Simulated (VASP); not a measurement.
# Si (Fd-3m) in VASP: further runs, part 2 of 2

VASP 6.6.1.

### 3 Single point, LDA (grid = ENCUT=300 dk=0.45 cell=2x2x2 ISMEAR=0 SIGMA=0.05 LREAL=Auto EDIFF=1e-06)

File INCAR:

```
  PREC = Accurate
  ENCUT = 300
  EDIFF = 1E-6
  ISMEAR = 0
  SIGMA = 0.05
  LREAL = Auto
  LASPH = True
  NELM = 120
  ALGO = Fast
  ISIF = 2
  LWAVE = False
  LCHARG = False
  NBANDS = 38
```

File KPOINTS:

```
Automatic mesh
0
Gamma
  3 3 3
```

File POSCAR:

```
Si
1.0
    0.0000000000      5.4437023730      5.4437023730
    5.4437023730      0.0000000000      5.4437023730
    5.4437023730      5.4437023730      0.0000000000
Si
15
Direct
    0.2500000000      0.2500000000      0.7500000000
    0.2500000000      0.7500000000      0.2500000000
    0.2500000000      0.7500000000      0.7500000000
    0.7500000000      0.2500000000      0.2500000000
    0.7500000000      0.2500000000      0.7500000000
    0.7500000000      0.7500000000      0.2500000000
    0.7500000000      0.7500000000      0.7500000000
    0.3750000000      0.3750000000      0.3750000000
    0.3750000000      0.3750000000      0.8750000000
    0.3750000000      0.8750000000      0.3750000000
    0.3750000000      0.8750000000      0.8750000000
    0.8750000000      0.3750000000      0.3750000000
    0.8750000000      0.3750000000      0.8750000000
    0.8750000000      0.8750000000      0.3750000000
    0.8750000000      0.8750000000      0.8750000000
```

Potentials or basis: VASP PAW LDA potentials, release 64 (Si).

Run with:

```bash
$ cat potpaw_LDA.64/Si/POTCAR > POTCAR
$ mpirun -np 1 vasp_std > vasp.out
```

OUTCAR:

```text
PREC = Accurate
   ENCUT = 300
   EDIFF = 1E-6
   ISMEAR = 0
   LREAL = Auto
   LASPH = True
   NELM = 120
   ISIF = 2

 Found      4 irreducible k-points:

 Following reciprocal coordinates:
            Coordinates               Weight
  0.000000  0.000000  0.000000      1.000000
  0.333333  0.000000  0.000000      8.000000
  0.333333  0.333333  0.000000      6.000000
 -0.333333  0.333333  0.000000     12.000000
   k-points           NKPTS =      4   k-points in BZ     NKDIM =      4   number of bands    NBANDS=     38
   number of dos      NEDOS =    301   number of ions     NIONS =     15
   total plane-waves  NPLWV = 110592
   dimension x,y,z NGX =    48 NGY =   48 NGZ =   48
   dimension x,y,z NGXF=    96 NGYF=   96 NGZF=   96
   ions per type =              15
   NGX,Y,Z   is equivalent  to a cutoff of  10.37, 10.37, 10.37 a.u.
   NGXF,Y,Z  is equivalent  to a cutoff of  20.73, 20.73, 20.73 a.u.
 SYSTEM =  unknown system
   PREC   = accura    normal or accurate (medium, high low for compatibility)
   ISTART =      0    job   : 0-new  1-cont  2-samecut
   ICHARG =      2    charge: 1-file 2-atom 10-const
   ISPIN  =      1    spin polarized calculation?
   LNONCOLLINEAR =      F non collinear calculations
   LSORBIT =      F    spin-orbit coupling
   LASPH  =      T    aspherical Exc in radial PAW
   ENCUT  =  300.0 eV  22.05 Ry    4.70 a.u.  10.87 10.87 10.87*2*pi/ulx,y,z
   NELM   =    120;   NELMIN=  2; NELMDL= -5     # of ELM steps
   EDIFF  = 0.1E-05   stopping-criterion for ELM
   LREAL  =      T    real-space projection
   EDIFFG = 0.1E-04   stopping-criterion for IOM
   NSW    =      0    number of steps for IOM
   IBRION =     -1    ionic relax: 0-MD 1-quasi-New 2-CG
   NFREE  =      0    steps in history (QN), initial steepest desc. (CG)
   ISIF   =      2    stress and relaxation
   ISYM   =      2    0-nonsym 1-usesym 2-fastsym
   POTIM  = 0.5000    time-step for ionic-motion
   TEBEG  =    0.0;   TEEND  =   0.0 temperature during run
   PSTRESS=    0.0 pullay stress
   NELECT =      60.0000    total number of electrons
   NUPDOWN=      -1.0000    fix difference up-down
   EMIN   =  10.00;   EMAX   =-10.00  energy-range for DOS
   EFERMI =   0.00;   METHOD = LEGACY
   ISMEAR =     0;   SIGMA  =   0.05  broadening in eV -4-tet -1-fermi 0-gaus
   EFERMI_NEDOS =   21; number of points for ismear=-14 and -15
   IALGO  =     68    algorithm
   IMIX   =      4    mixing-type and parameters
     AMIX     =   0.40;   BMIX     =  1.00
     AMIX_MAG =   1.60;   BMIX_MAG =  1.00
  volume/ion in A,a.u.               =      21.51       145.15
  Fermi-wavevector in a.u.,A,eV,Ry     =   0.934446  1.765847 11.880462  0.873189
  Thomas-Fermi vector in A             =   2.061252
   LORBIT       =      0    0 simple, 1 ext, 2 COOP (PROOUT), +10 PAW based schemes
   GGA     = CA    functional components
   LHFCALC =     F    Hartree Fock is set to
   AEXX    =    0.0000 exact exchange contribution
   IVDW    =     0    specifies the selected vdW correction
   LEPSILON=     F    determine dielectric tensor
   LRPA    =     F    only Hartree local field effects (RPA)
 non-spin polarized calculation
 RMM-DIIS sequential band-by-band and
 Gauss-broadening in eV      SIGMA  =   0.05
  energy-cutoff  :      300.00
  volume of cell :      322.64
 maximum number of plane-waves:      3839
 NGX is ok and might be reduce to    48
   NGX = 21   NGY = 21   NGZ = 21

 number of electron      59.9999990 magnetization

 Free energy of the ion-electron system (eV)
  ---------------------------------------------------
  ext. energy  EPLUGINS =         0.00000000
  ---------------------------------------------------
  free energy    TOTEN  =       -85.99423703 eV

  energy without entropy =      -85.98941887  energy(sigma->0) =      -85.99182795

 E-fermi :   5.2211     XC(G=0):  -9.3372

 val. band max:        4.9099160279   @ k =   0.3333   0.3333   0.0000
 cond. band min:       5.2700296481   @ k =  -0.3333   0.3333   0.0000
 fundamental gap:      0.3601136202
 Fermi energy:         5.2211334218

 k-point     1 :       0.0000    0.0000    0.0000
  band No.  band energies     occupation
      1      -6.6505      2.00000
      2      -4.4860      2.00000
      3      -4.4860      2.00000
      4      -4.4860      2.00000
      5      -3.9110      2.00000
      6      -2.7310      2.00000
[... 30 lines left out ...]
     37       6.6609      0.00000
     38       6.6714      0.00000

 k-point     2 :       0.3333    0.0000    0.0000
  band No.  band energies     occupation
      1      -6.3144      2.00000
      2      -5.3047      2.00000
      3      -4.3217      2.00000
      4      -4.3217      2.00000
      5      -4.0770      2.00000
      6      -3.7178      2.00000
[... 30 lines left out ...]
     37       7.2293      0.00000
     38       7.2871      0.00000

 k-point     3 :       0.3333    0.3333    0.0000
  band No.  band energies     occupation
      1      -6.1961      2.00000
      2      -4.8971      2.00000
      3      -4.7207      2.00000
      4      -4.6854      2.00000
      5      -4.6854      2.00000
      6      -3.8206      2.00000
[... 30 lines left out ...]
     37       7.4667      0.00000
     38       7.9175      0.00000

 k-point     4 :      -0.3333    0.3333    0.0000
  band No.  band energies     occupation
      1      -5.7975      2.00000
      2      -5.5022      2.00000
      3      -5.2256      2.00000
      4      -4.4997      2.00000
      5      -4.2070      2.00000
      6      -3.5360      2.00000
[... 30 lines left out ...]
     37       8.0754      0.00000
     38       8.4965      0.00000

------------------------ aborting loop because EDIFF is reached ----------------------------------------

  FORCE on cell =-STRESS in cart. coord.  units (eV):
  Direction    XX          YY          ZZ          XY          YZ          ZX
  --------------------------------------------------------------------------------------
  -------------------------------------------------------------------------------------
  Total       -7.0265005     -7.0265005     -7.0265005      0.0000000     -0.0000000      0.0000000
  in kB      -34.8928584    -34.8928584    -34.8928584      0.0000000     -0.0000000      0.0000000
  external PRESSURE =     -34.8928584 kB  Pullay stress =       0.0000000 kB

 VOLUME and BASIS-vectors are now :
 -----------------------------------------------------------------------------
  energy-cutoff  :      300.00
  volume of cell :      322.64
      direct lattice vectors                 reciprocal lattice vectors
     0.000000000  5.443702373  5.443702373    -0.091849254  0.091849254  0.091849254
     5.443702373  0.000000000  5.443702373     0.091849254 -0.091849254  0.091849254
     5.443702373  5.443702373  0.000000000     0.091849254  0.091849254 -0.091849254

 POSITION                                       TOTAL-FORCE (eV/Angst)
 -----------------------------------------------------------------------------------
      5.44370      5.44370      2.72185         0.000000      0.000000     -0.056696
      5.44370      2.72185      5.44370         0.000000     -0.056696      0.000000
      8.16555      5.44370      5.44370         0.056696      0.000000      0.000000
      2.72185      5.44370      5.44370        -0.056696      0.000000      0.000000
      5.44370      8.16555      5.44370         0.000000      0.056696      0.000000
      5.44370      5.44370      8.16555         0.000000      0.000000      0.056696
      8.16555      8.16555      8.16555         0.000000      0.000000      0.000000
      4.08278      4.08278      4.08278        -0.042539     -0.042539     -0.042539
      6.80463      6.80463      4.08278         0.042539      0.042539     -0.042539
      6.80463      4.08278      6.80463         0.042539     -0.042539      0.042539
      9.52648      6.80463      6.80463        -0.005021      0.005021      0.005021
      4.08278      6.80463      6.80463        -0.042539      0.042539      0.042539
      6.80463      9.52648      6.80463         0.005021     -0.005021      0.005021
      6.80463      6.80463      9.52648         0.005021      0.005021     -0.005021
      9.52648      9.52648      9.52648        -0.005021     -0.005021     -0.005021
 -----------------------------------------------------------------------------------
    total drift:                                0.000000      0.000000      0.000000

  FREE ENERGIE OF THE ION-ELECTRON SYSTEM (eV)
  ---------------------------------------------------
  free  energy   TOTEN  =       -85.9942370289 eV

  energy  without entropy=      -85.9894188720  energy(sigma->0) =      -85.99182795
```

Wall time 83 s (1 thread of Intel Xeon Platinum 8259CL at 2.50GHz (Skylake/Cascade Lake), shared host); peak memory 0.22 GiB.

The run converged, but some of its settings lie outside the range that counts as converged, so its numbers aren't taken as properties of the crystal.

What came out:

* Free energy: -85.9942 eV
* Pressure: -3.5 GPa
* Largest force: 0.074 eV/Å
* Band gap on the k mesh: none (metal or under the smearing width)

Caveat: the cutoff is under 1.25 times the usual one of these potentials, so pressure, stress and relaxed cells hold a basis-set (Pulay) error.

### 4 Single point, LDA (grid = ENCUT=350 dk=0.45 cell=2x2x2 ISMEAR=0 SIGMA=0.05 LREAL=Auto EDIFF=1e-06)

INCAR: that of step 3 with these lines changed.

```diff
@@ -1,3 +1,3 @@
   PREC = Accurate
-  ENCUT = 300
+  ENCUT = 350
   EDIFF = 1E-6
```

KPOINTS is that of step 3.

POSCAR is that of step 3.

Run with:

```bash
$ cat potpaw_LDA.64/Si/POTCAR > POTCAR
$ mpirun -np 1 vasp_std > vasp.out
```

Run time: 71 s. Hardware: 1 thread of Intel Xeon Platinum 8259CL at 2.50GHz (Skylake/Cascade Lake), shared host; peak memory 0.23 GiB.

The run converged, but some of its settings lie outside the range that counts as converged, so its numbers aren't taken as properties of the crystal.

Results:

```yaml
Free_energy: -86.0283 eV
Pressure: -3.4 GPa
Largest_force: 0.070 eV/Å
Band_gap_on_the_k_mesh: none (metal or under the smearing width)
```

### 5 Single point, LDA (grid = ENCUT=400 dk=0.45 cell=2x2x2 ISMEAR=0 SIGMA=0.05 LREAL=Auto EDIFF=1e-06)

INCAR: that of step 4 with these lines changed.

```diff
@@ -1,3 +1,3 @@
   PREC = Accurate
-  ENCUT = 350
+  ENCUT = 400
   EDIFF = 1E-6
```

KPOINTS is that of step 4.

POSCAR is that of step 4.

Run with:

```bash
$ cat potpaw_LDA.64/Si/POTCAR > POTCAR
$ mpirun -np 1 vasp_std > vasp.out
```

Wall time 94 s (1 thread of Intel Xeon Platinum 8259CL at 2.50GHz (Skylake/Cascade Lake), shared host); peak memory 0.25 GiB.

These settings aren't checked as converged: the numbers below hold their error.

Results:

| Item | Value |
| --- | --- |
| Free energy | -86.0439 eV |
| Pressure | -3.4 GPa |
| Largest force | 0.069 eV/Å |
| Band gap on the k mesh | none (metal or under the smearing width) |

### 6 Single point, LDA (grid = ENCUT=350 dk=0.35 cell=2x2x2 ISMEAR=0 SIGMA=0.05 LREAL=Auto EDIFF=1e-06)

INCAR: that of step 5 with these lines changed.

```diff
@@ -1,3 +1,3 @@
   PREC = Accurate
-  ENCUT = 400
+  ENCUT = 350
   EDIFF = 1E-6
```

KPOINTS is that of step 5.

POSCAR is that of step 5.

Potentials or basis: VASP PAW LDA potentials, release 64 (Si).

Run with:

```bash
$ cat potpaw_LDA.64/Si/POTCAR > POTCAR
$ mpirun -np 1 vasp_std > vasp.out
```

It took 64 s on 1 thread of Intel Xeon Platinum 8259CL at 2.50GHz (Skylake/Cascade Lake), shared host; peak memory 0.23 GiB.

The run converged, but some of its settings lie outside the range that counts as converged, so its numbers aren't taken as properties of the crystal.

What came out:

* Free energy: -86.0283 eV
* Pressure: -3.4 GPa
* Largest force: 0.070 eV/Å
* Band gap on the k mesh: none (metal or under the smearing width)

### 7 For comparison

An earlier run on the cell as given: functional PBE; potentials or basis VASP PAW PBE potentials, release 64 (Si); cutoff 520 eV; k mesh 8 × 8 × 8; occupations fermi-dirac, width 0.05 eV; no spin polarisation.

- Pressure: 1.3 GPa
- Band gap on the k mesh: 0.63 eV, indirect (least direct gap 2.56 eV)
